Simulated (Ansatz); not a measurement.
Crystal: Al2O3.

```
Al O
1.0
     3.01748    0.00000    0.00000
    -1.50874    2.61322    0.00000
     0.00000    0.00000    7.57464
Al O
2 3
Cartesian
  0.0000 0.0000 5.4693
  0.0000 0.0000 2.1054
  0.0000 0.0000 3.7873
  1.5087 0.8711 6.0638
  0.0000 1.7421 1.5108
```

Measurements of this composition are mostly on another form, of space group No. 167.

Base run:

| Item | Value |
| --- | --- |
| Program | Ansatz 0.2.0 |
| Functional | RPBE |
| Potentials or basis | Ansatz PAW |
| Cutoff | 420 eV (not typed: the program's choice for these potentials) |
| k mesh | 7 × 7 × 3 |
| Occupations | fermi-dirac, width 0.05 eV |
| Spin | no spin polarisation |

Its results: band gap on the k mesh 2.43 eV, direct; pressure 3.0 GPa; largest force 0.101 eV/Å.

Problem. The run is repeated on the same cell with these changes: functional from RPBE to LDA. What comes out?

Solution. Band gap on the k mesh 2.20 eV, direct; pressure -8.3 GPa; largest force 0.459 eV/Å.

LDA binds more tightly than RPBE, so the same cell stands under less pressure.

Caveats: the PAW data sets come from PBE, with cores solved anew for the run's functional, which leaves a small shift of forces and pressure.
